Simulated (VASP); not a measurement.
# LiH: G0W0, by functional

LiH, Fm-3m (no. 225), 2 atoms in the cell.

| Functional | Quasiparticle gap on the mesh (eV) | Gap of the starting point on the mesh (eV) | Quasiparticle gap at the zone centre (eV) | Starting gap at the zone centre (eV) | Correction of the gap between the band edges on the mesh (eV) | Time (s) |
|---|---|---|---|---|---|---|
| LDA | 4.63 | 2.62 | 22.48 | 20.97 | 2.02 | 7.8 |
| PBE | 4.84 | 2.99 | 22.67 | 20.81 | 1.85 | 11 |
| PBEsol | 4.71 | 2.76 | 22.57 | 20.93 | 1.96 | 11 |
| r2SCAN | 5.34 | 3.61 | 23.65 | 22.21 | 1.72 | 23 |
| HSE06 | 5.52 | 4.02 | 24.04 | 23.23 | 1.49 | 33 |
| PBE0 | 5.91 | 4.78 | 24.63 | 24.03 | 1.13 | 16 |
| HSE03 | 5.40 | 3.79 | 23.83 | 22.84 | 1.61 | 26 |
| RPBE | 4.97 | 3.16 | 22.82 | 20.79 | 1.81 | 7.4 |

Limits: the mesh is coarse: the screening isn't converged, and the gap may still move by about 0.1 eV.

## Input of the first row

INCAR.step1:
```
SYSTEM = LiH
PREC = Accurate ; ENCUT = 350
ISMEAR = 0 ; SIGMA = 0.05
LASPH = .True. ; LREAL = .False.
GGA = CA ; ALGO = Normal
EDIFF = 1E-8 ; NELM = 150
LWAVE = .True. ; LCHARG = .False.
KPAR = 4
```

INCAR.step2, as INCAR.step1 but for:
```
- ALGO = Normal
- NELM = 150
+ ALGO = Exact
+ NELM = 1
+ ISTART = 1
+ NBANDS = 108
+ LOPTICS = .True.
```

INCAR.step3:
```
SYSTEM = LiH
PREC = Accurate ; ENCUT = 350
ISMEAR = 0 ; SIGMA = 0.05
LASPH = .True. ; LREAL = .False.
GGA = CA ; ALGO = EVGW0
NBANDS = 108 ; NBANDSGW = 5
ENCUTGW = 200 ; NOMEGA = 48
PRECFOCK = Fast ; ISTART = 1
LWAVE = .False. ; LCHARG = .False.
NELMGW = 1 ; KPAR = 4
```

KPOINTS:
```
k-points
0
Gamma
  4 4 4
```

POSCAR:
```
LiH
1.0
    0.0000000000      2.0367500000      2.0367500000
    2.0367500000      0.0000000000      2.0367500000
    2.0367500000      2.0367500000      0.0000000000
Li H
1 1
Direct
    0.0000000000      0.0000000000      0.0000000000
    0.5000000000      0.5000000000      0.5000000000
```

Commands (each step's output is kept before the next begins):
```
cat potpaw_LDA.64/Li_GW/POTCAR potpaw_LDA.64/H_GW/POTCAR > POTCAR
cp INCAR.step1 INCAR
mpirun -np 4 vasp_std > vasp.out
cp INCAR.step2 INCAR
mpirun -np 4 vasp_std > vasp.out
cp INCAR.step3 INCAR
mpirun -np 4 vasp_std > vasp.out
```

Changes of the last row against the first:
```
(all steps)
- GGA = CA
+ GGA = RP
- cat potpaw_LDA.64/Li_GW/POTCAR potpaw_LDA.64/H_GW/POTCAR > POTCAR
+ cat potpaw_PBE.64/Li_GW/POTCAR potpaw_PBE.64/H_GW/POTCAR > POTCAR
```

VASP 6.6.1 took 7.8 s on 4 cores (Intel Xeon Platinum 8259CL @ 2.50GHz (Skylake/Cascade Lake)), a shared host.
